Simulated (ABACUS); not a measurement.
## MgSe under changes of volume

One of the cells (20.246 Å³/atom); the others are scaled copies at fixed shape and fractional positions:

```
Se Mg
1.0
     0.00000    2.72550    2.72550
     2.72550    0.00000    2.72550
     2.72550    2.72550    0.00000
Se Mg
1 1
Direct
  0.50000 0.50000 0.50000
  0.00000 0.00000 0.00000
```

```yaml
Program: ABACUS 3.10.1
Functional: PBE
Potentials_or_basis: PseudoDojo NC SR 0.4.1 PBE standard
Cutoff: 1184 eV
Density_cutoff: 4735 eV
Basis: plane waves
k_mesh: 8 × 8 × 8
Occupations: fermi-dirac, width 0.05 eV
Spin: no spin polarisation
```

| volume (Å³/atom) | energy over the lowest point (meV/atom) | pressure (GPa) | gap on the mesh (eV) |
| --- | --- | --- | --- |
| 19.031 | 37.48 | 6.9 | 1.92 |
| 19.436 | 22.21 | 5.2 | 1.88 |
| 19.841 | 11.22 | 3.6 | 1.85 |
| 20.246 | 4.09 | 2.1 | 1.82 |
| 20.651 | ? | ? | ? |
| 21.056 | 0.00 | -0.4 | 1.75 |
| 21.461 | 2.40 | -1.5 | 1.72 |

Problem. What does the run at 20.651 Å³/atom give?

Solution. Energy over the lowest point 0.46 meV/atom; pressure 0.8 GPa; gap on the mesh 1.78 eV.

Worked out: A Birch-Murnaghan fit of order 3 (a polynomial in V^(-2/3)) to the other rows has its minimum at 20.91 Å³/atom with B0 = V·E''(V) = 61 GPa and B' = 4.1. It gives 0.46 meV/atom at 20.651 Å³/atom, against the run's 0.46, and -dE/dV = 0.8 GPa, against 0.8. A straight line through the other rows of the gap, of slope -1.65 eV per unit of ln V, gives 1.78 eV, against the run's 1.78.

Energies are extrapolated to zero smearing.

A mesh can miss the band edges. Spin-orbit coupling on Se is left out.
